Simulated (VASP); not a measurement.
# TePb (Fm-3m) in VASP: notebook

Runs on TePb. Level: PBEsol. Tasks: relaxation of cell and atoms.

All numbers are computed with VASP 6.6.1; they aren't measurements. Logs are shortened: lines on timing, memory, paths and dates and some standing lists are left out, and cuts for length are marked.

## 1. Starting point

It takes space group Fm-3m (No. 225, cubic). The conventional cell has a = 6.462 Å, b = 6.462 Å, c = 6.462 Å, α = 90.00°, β = 90.00°, γ = 90.00°. Around Te (site symmetry m-3m) lie 6 Pb at 3.23 Å. Pb (site symmetry m-3m) is surrounded by 6 Te at 3.23 Å.

## 2. Relaxation of cell and atoms, PBEsol

The input, INCAR:

```
SYSTEM = TePb
PREC = Accurate
ENCUT = 600
EDIFF = 1E-6
ISMEAR = 0
SIGMA = 0.03
LREAL = .False.
LASPH = .True.
NELM = 80
ALGO = Normal
ISIF = 3
LWAVE = .False.
LCHARG = .False.
GGA = PS
IBRION = 2
NSW = 90
EDIFFG = -0.01
KPAR = 4
```

The input, KPOINTS:

```
regular mesh
0
Gamma
  8 8 8
  0 0 0
```

The input, POSCAR:

```
TePb
1.0
    0.0000000000      3.2310000000      3.2310000000
    3.2310000000      0.0000000000      3.2310000000
    3.2310000000      3.2310000000      0.0000000000
Te Pb
1 1
Direct
    0.5000000000      0.5000000000      0.5000000000
    0.0000000000      0.0000000000      0.0000000000
```

Potentials or basis: VASP PAW PBE potentials, release 64 (Te, Pb_d).

On the command line:

```sh
$ cat potpaw_PBE.64/Te/POTCAR potpaw_PBE.64/Pb_d/POTCAR > POTCAR
$ mpirun -np 4 vasp_std > vasp.out
```

OUTCAR:

```text
SYSTEM = TePb
   PREC = Accurate
   ENCUT = 600
   EDIFF = 1E-6
   ISMEAR = 0
   LREAL = .False.
   LASPH = .True.
   NELM = 80
   ISIF = 3
   GGA = PS
   IBRION = 2
   NSW = 90
   EDIFFG = -0.01

 ion  position               nearest neighbor table
   1  0.500  0.500  0.500-   2 3.23   2 3.23   2 3.23   2 3.23   2 3.23   2 3.23
   2  0.000  0.000  0.000-   1 3.23   1 3.23   1 3.23   1 3.23   1 3.23   1 3.23

  LATTYP: Found a face centered cubic cell.
 ALAT       =     6.4620000000

  Lattice vectors:

 A1 = (   0.0000000000,   3.2310000000,   3.2310000000)
 A2 = (   3.2310000000,   0.0000000000,   3.2310000000)
 A3 = (   3.2310000000,   3.2310000000,   0.0000000000)

Analysis of symmetry for initial positions (statically):
=====================================================================
 Subroutine PRICEL returns:
 Original cell was already a primitive cell.

 Routine SETGRP: Setting up the symmetry group for a
 face centered cubic supercell.

 Subroutine GETGRP returns: Found 48 space group operations
 (whereof 48 operations were pure point group operations)
 out of a pool of 48 trial point group operations.

The static configuration has the point symmetry O_h .

Analysis of symmetry for dynamics (positions and initial velocities):
=====================================================================
 Subroutine PRICEL returns:
 Original cell was already a primitive cell.

 Routine SETGRP: Setting up the symmetry group for a
 face centered cubic supercell.

 Subroutine GETGRP returns: Found 48 space group operations
 (whereof 48 operations were pure point group operations)
 out of a pool of 48 trial point group operations.

The dynamic configuration has the point symmetry O_h .

 Subroutine INISYM returns: Found 48 space group operations
 (whereof 48 operations are pure point group operations),
 and found     1 'primitive' translations

----------------------------------------------------------------------------------------

                                     Primitive cell

  volume of cell :      67.4592

  direct lattice vectors                    reciprocal lattice vectors
     0.000000000  3.231000000  3.231000000    -0.154750851  0.154750851  0.154750851
     3.231000000  0.000000000  3.231000000     0.154750851 -0.154750851  0.154750851
     3.231000000  3.231000000  0.000000000     0.154750851  0.154750851 -0.154750851

  length of vectors
     4.569324020  4.569324020  4.569324020     0.268036337  0.268036337  0.268036337

  position of ions in fractional coordinates (direct lattice)
     0.500000000  0.500000000  0.500000000
     0.000000000  0.000000000  0.000000000

  ion indices of the primitive-cell ions
   primitive index   ion index
                 1           1
                 2           2

----------------------------------------------------------------------------------------

 KPOINTS: regular mesh

Automatic generation of k-mesh.
 Grid dimensions read from file:
 generate k-points for:    8    8    8

 Generating k-lattice:

  Cartesian coordinates                     Fractional coordinates (reciprocal lattice)
    -0.019343856  0.019343856  0.019343856     0.125000000  0.000000000  0.000000000
     0.019343856 -0.019343856  0.019343856     0.000000000  0.125000000  0.000000000
     0.019343856  0.019343856 -0.019343856     0.000000000  0.000000000  0.125000000

  Length of vectors
     0.033504542  0.033504542  0.033504542

  Shift w.r.t. Gamma in fractional coordinates (k-lattice)
     0.000000000  0.000000000  0.000000000

 Subroutine IBZKPT returns following result:
 ===========================================

 Found     29 irreducible k-points:

 Following reciprocal coordinates:
            Coordinates               Weight
  0.000000  0.000000  0.000000      1.000000
  0.125000  0.000000  0.000000      8.000000
  0.250000  0.000000  0.000000      8.000000
  0.375000  0.000000  0.000000      8.000000
  0.500000  0.000000  0.000000      4.000000
  0.125000  0.125000  0.000000      6.000000
[... 16 lines left out ...]
  0.500000  0.250000  0.125000     48.000000
 -0.375000  0.250000  0.125000     24.000000
 [... further k-points ...]
   k-points           NKPTS =     29   k-points in BZ     NKDIM =     29   number of bands    NBANDS=     14
   number of dos      NEDOS =    301   number of ions     NIONS =      2
   total plane-waves  NPLWV =  64000
   dimension x,y,z NGX =    40 NGY =   40 NGZ =   40
   dimension x,y,z NGXF=    80 NGYF=   80 NGZF=   80
   ions per type =               1   1
   NGX,Y,Z   is equivalent  to a cutoff of  14.55, 14.55, 14.55 a.u.
   NGXF,Y,Z  is equivalent  to a cutoff of  29.11, 29.11, 29.11 a.u.
 SYSTEM =  TePb
   PREC   = accura    normal or accurate (medium, high low for compatibility)
   ISTART =      0    job   : 0-new  1-cont  2-samecut
   ICHARG =      2    charge: 1-file 2-atom 10-const
   ISPIN  =      1    spin polarized calculation?
   LNONCOLLINEAR =      F non collinear calculations
   LSORBIT =      F    spin-orbit coupling
   LASPH  =      T    aspherical Exc in radial PAW
   ENCUT  =  600.0 eV  44.10 Ry    6.64 a.u.   9.13  9.13  9.13*2*pi/ulx,y,z
   NELM   =     80;   NELMIN=  2; NELMDL= -5     # of ELM steps
   EDIFF  = 0.1E-05   stopping-criterion for ELM
   LREAL  =      F    real-space projection
   EDIFFG = -.1E-01   stopping-criterion for IOM
   NSW    =     90    number of steps for IOM
   IBRION =      2    ionic relax: 0-MD 1-quasi-New 2-CG
   NFREE  =      1    steps in history (QN), initial steepest desc. (CG)
   ISIF   =      3    stress and relaxation
   ISYM   =      2    0-nonsym 1-usesym 2-fastsym
   POTIM  = 0.5000    time-step for ionic-motion
   TEBEG  =    0.0;   TEEND  =   0.0 temperature during run
   PSTRESS=    0.0 pullay stress
   NELECT =      20.0000    total number of electrons
   NUPDOWN=      -1.0000    fix difference up-down
   EMIN   =  10.00;   EMAX   =-10.00  energy-range for DOS
   EFERMI =   0.00;   METHOD = LEGACY
   ISMEAR =     0;   SIGMA  =   0.03  broadening in eV -4-tet -1-fermi 0-gaus
   EFERMI_NEDOS =   21; number of points for ismear=-14 and -15
   IALGO  =     38    algorithm
   IMIX   =      4    mixing-type and parameters
     AMIX     =   0.40;   BMIX     =  1.00
     AMIX_MAG =   1.60;   BMIX_MAG =  1.00
  volume/ion in A,a.u.               =      33.73       227.62
  Fermi-wavevector in a.u.,A,eV,Ry     =   1.091619  2.062861 16.213147  1.191633
  Thomas-Fermi vector in A             =   2.227868
   LORBIT       =      0    0 simple, 1 ext, 2 COOP (PROOUT), +10 PAW based schemes
   GGA     = PS    functional components
   LHFCALC =     F    Hartree Fock is set to
   AEXX    =    0.0000 exact exchange contribution
   IVDW    =     0    specifies the selected vdW correction
   LEPSILON=     F    determine dielectric tensor
   LRPA    =     F    only Hartree local field effects (RPA)
 conjugate gradient relaxation of ions
 non-spin polarized calculation
 Gauss-broadening in eV      SIGMA  =   0.03
  energy-cutoff  :      600.00
  volume of cell :       67.46
 maximum number of plane-waves:      2272
 NGX is ok and might be reduce to    40
   NGX = 19   NGY = 19   NGZ = 19

--------------------------------------- Ionic step        1  -------------------------------------------

 number of electron      19.9999998 magnetization

 Free energy of the ion-electron system (eV)
  ---------------------------------------------------
  ext. energy  EPLUGINS =         0.00000000
  ---------------------------------------------------
  free energy    TOTEN  =        -8.25851127 eV

  energy without entropy =       -8.25851127  energy(sigma->0) =       -8.25851127

------------------------ aborting loop because EDIFF is reached ----------------------------------------

  FORCE on cell =-STRESS in cart. coord.  units (eV):
  Direction    XX          YY          ZZ          XY          YZ          ZX
  --------------------------------------------------------------------------------------
  -------------------------------------------------------------------------------------
  Total       -0.1639793     -0.1639793     -0.1639793     -0.0000000      0.0000000     -0.0000000
  in kB       -3.8945629     -3.8945629     -3.8945629     -0.0000000      0.0000000     -0.0000000
  external PRESSURE =      -3.8945629 kB  Pullay stress =       0.0000000 kB
[... 57 lines left out ...]
  energy  without entropy=       -8.2590991008  energy(sigma->0) =       -8.25909910

--------------------------------------- Ionic step        3  -------------------------------------------

 number of electron      19.9999998 magnetization

 Free energy of the ion-electron system (eV)
  ---------------------------------------------------
  ext. energy  EPLUGINS =         0.00000000
  ---------------------------------------------------
  free energy    TOTEN  =        -8.25920085 eV

  energy without entropy =       -8.25920085  energy(sigma->0) =       -8.25920085

 E-fermi :   5.7718     XC(G=0):  -9.5084

 val. band max:        5.5710571057   @ k =   0.5000   0.0000   0.0000
 cond. band min:       6.2214504088   @ k =   0.5000   0.0000   0.0000
 fundamental gap:      0.6503933032
 Fermi energy:         5.7718288073

 k-point     1 :       0.0000    0.0000    0.0000
  band No.  band energies     occupation
      1     -11.0729      2.00000
      2     -11.0729      2.00000
      3     -11.0613      2.00000
      4     -11.0613      2.00000
      5     -11.0613      2.00000
      6      -6.5346      2.00000
      7      -0.0230      2.00000
      8       4.2043      2.00000
      9       4.2043      2.00000
     10       4.2043      2.00000
     11       9.6369      0.00000
     12       9.6369      0.00000
     13       9.6369      0.00000
     14      11.3086      0.00000
[... 375 lines left out ...]
 k-point    24 :      -0.3750    0.2500    0.1250
  band No.  band energies     occupation
      1     -11.1040      2.00000
      2     -11.0812      2.00000
      3     -11.0550      2.00000
      4     -11.0489      2.00000
      5     -11.0402      2.00000
      6      -4.8725      2.00000
      7      -2.8113      2.00000
      8       2.7374      2.00000
      9       2.9515      2.00000
     10       5.1056      2.00000
     11       6.8493      0.00000
     12       9.1222      0.00000
     13       9.5986      0.00000
     14      12.3227      0.00000

 [... further k-points ...]
[... 5 lines left out ...]
  --------------------------------------------------------------------------------------
  -------------------------------------------------------------------------------------
  Total       -0.0024281     -0.0024281     -0.0024281      0.0000000      0.0000000      0.0000000
  in kB       -0.0581608     -0.0581608     -0.0581608      0.0000000      0.0000000      0.0000000
  external PRESSURE =      -0.0581608 kB  Pullay stress =       0.0000000 kB
[... 17 lines left out ...]
  FREE ENERGIE OF THE ION-ELECTRON SYSTEM (eV)
  ---------------------------------------------------
  free  energy   TOTEN  =        -8.2592008481 eV

  energy  without entropy=       -8.2592008481  energy(sigma->0) =       -8.25920085

 reached required accuracy - stopping structural energy minimisation
```

Wall time 33 s (4 MPI ranks of AMD EPYC 7R13 (Zen 3), shared host); peak memory 0.23 GiB.

Results:

| Quantity | Value |
| --- | --- |
| Free energy | -8.2592 eV |
| Relaxed volume | 33.44 Å³/atom |
| Relaxed cell | a = 4.556 Å, b = 4.556 Å, c = 4.556 Å, α = 60.00°, β = 60.00°, γ = 60.00° |
| Space group after relaxing (to 0.05 Å) | Fm-3m (No. 225) |
| Energy gained by relaxing | 0.3 meV/atom |
| Ionic steps | 3 |
| Pressure after relaxing | 0.0 GPa |
| Band gap on the k mesh | 0.65 eV, direct |

Step by step:
| step | energy change (eV) | largest force (eV/Å) | pressure (GPa) | volume (Å³) |
| --- | --- | --- | --- | --- |
| 1 | 0.0000 | 0.0000 | -0.39 | 67.46 |
| 2 | -0.0006 | 0.0000 | 0.16 | 66.66 |
| 3 | -0.0007 | 0.0000 | -0.01 | 66.89 |

Final structure:
```xyz
2
Lattice="0.0000 3.2219 3.2219 3.2219 0.0000 3.2219 3.2219 3.2219 0.0000" Properties=species:S:1:pos:R:3 pbc="T T T"
Te    3.2219    3.2219    3.2219
Pb    0.0000    0.0000    0.0000
```

Caveat: the PAW data sets were made with another functional, which shifts forces and pressure a little; spin-orbit coupling is left out, which as a rule narrows the gap of such compounds by several tenths of an eV. A k mesh can miss the band edges.

## 3. Relaxation of cell and atoms, PBEsol

This run uses another cell than the first one, of 33.44 Å³/atom, 0.992 times its volume.

Edit INCAR of step 2 so:

```diff
@@ -3,3 +3,3 @@
 ENCUT = 600
-EDIFF = 1E-6
+EDIFF = 1E-7
 ISMEAR = 0
@@ -16,3 +16,3 @@
 NSW = 90
-EDIFFG = -0.01
+EDIFFG = -0.005
 KPAR = 4
```

KPOINTS is that of step 2.

The input, POSCAR:

```
TePb                                    
1.0
   -0.0000000000      3.2218515821      3.2218515821
    3.2218515821     -0.0000000000      3.2218515821
    3.2218515821      3.2218515821     -0.0000000000
  Te              Pb            
     1     1
Direct
     0.5000000000000000    0.5000000000000000    0.5000000000000000
     0.0000000000000000    0.0000000000000000    0.0000000000000000
```

Potentials or basis: VASP PAW PBE potentials, release 64 (Te, Pb_d).

On the command line:

```sh
$ cat potpaw_PBE.64/Te/POTCAR potpaw_PBE.64/Pb_d/POTCAR > POTCAR
$ mpirun -np 4 vasp_std > vasp.out
```

It took 12 s on 4 MPI ranks of AMD EPYC 7R13 (Zen 3), shared host; peak memory 0.2 GiB.

Results (log left out):

| Item | Value |
| --- | --- |
| Free energy | -8.2592 eV |
| Pressure after relaxing | 0.0 GPa |
| Band gap on the k mesh | 0.65 eV, direct |

Final structure:
```
Te Pb
1.0
     0.00000    3.22185    3.22185
     3.22185    0.00000    3.22185
     3.22185    3.22185    0.00000
Te Pb
1 1
Direct
  0.50000 0.50000 0.50000
  0.00000 0.00000 0.00000
```

Levels at points of the mesh, in eV from the valence-band top:
```tsv
k point	band 7	band 8	band 9	band 10	band 11	band 12	band 13	band 14
(0.00, 0.00, 0.00)	-5.59	-1.37	-1.37	-1.37	4.07	4.07	4.07	5.74
(0.50, 0.00, 0.00)	-8.65	-0.90	-0.90	0.00	0.65	1.22	1.22	8.30
(0.50, 0.50, 0.00)	-7.32	-4.59	-2.85	-2.85	3.17	5.49	5.49	6.73
```

Caveat: the relaxation stopped at its first step, so nothing moved; the PAW data sets were made with another functional, which shifts forces and pressure a little; spin-orbit coupling is left out, which as a rule narrows the gap of such compounds by several tenths of an eV.
